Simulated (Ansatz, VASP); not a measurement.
**One calculation of P, two programs**

Contents of INCAR:

```
  PREC = Accurate
  ENCUT = 520
  EDIFF = 1E-6
  ISMEAR = -1
  SIGMA = 0.1
  LREAL = False
  LASPH = True
  NELM = 100
  ALGO = Normal
  ISIF = 2
  LWAVE = False
  LCHARG = True
  GGA = RE
  LELF = True
  LVHAR = True
  NBANDS = 12
```

KPOINTS

```
Automatic mesh
0
Gamma
  11 11 11
```

File POSCAR:

```
P
1.0
    0.0000000000      2.6465308190      2.6465308190
    2.6465308190      0.0000000000      2.6465308190
    2.6465308190      2.6465308190      0.0000000000
P
2
Direct
    0.1250000000      0.1250000000      0.1250000000
    0.8750000000      0.8750000000      0.8750000000
```

Input for Ansatz:

```yaml
crystal:
  lattice:
    - [0.0, 2.646530819, 2.646530819]
    - [2.646530819, 0.0, 2.646530819]
    - [2.646530819, 2.646530819, 0.0]
  atoms:
    - { symbol: P, position: [0.125, 0.125, 0.125] }
    - { symbol: P, position: [0.875, 0.875, 0.875] }
hamiltonian:
  xc: revpbe
  pseudopotentials:
    kind: paw
    azcp:
      P: "pseudopotentials/P.paw.azcp"
basis:
  ecutwfc: 420
  fft_grid_basis: typed
kpoints:
  mp_grid: { grid: [11, 11, 11], shift: [0, 0, 0] }
magnetization:
  spin_polarized: false
scf:
  occupations: { method: fermi_dirac, width: 0.1 }
  lower_state_search: "off"
output:
  stress: true
```

Alike in both runs: task single point; functional revPBE; k mesh 11 × 11 × 11; occupations fermi-dirac, width 0.1 eV; no spin polarisation.

|  | VASP | Ansatz |
| --- | --- | --- |
| version | VASP 6.6.1 | Ansatz 0.2.0 |
| potentials or method | VASP PAW PBE potentials, release 64 (P) | plane waves (420 eV) with PAW, scalar-relativistic |
| plane-wave cutoff (eV) | 520 | 420 |
| valence electrons in the cell | 10 | 10 |

Ansatz gave:

```
pressure (GPa) : 6.7
```

Estimate VASP's values.

pressure (GPa): 6.2.

Caveats: the PAW data sets were made with another functional, which shifts forces and pressure a little (VASP).
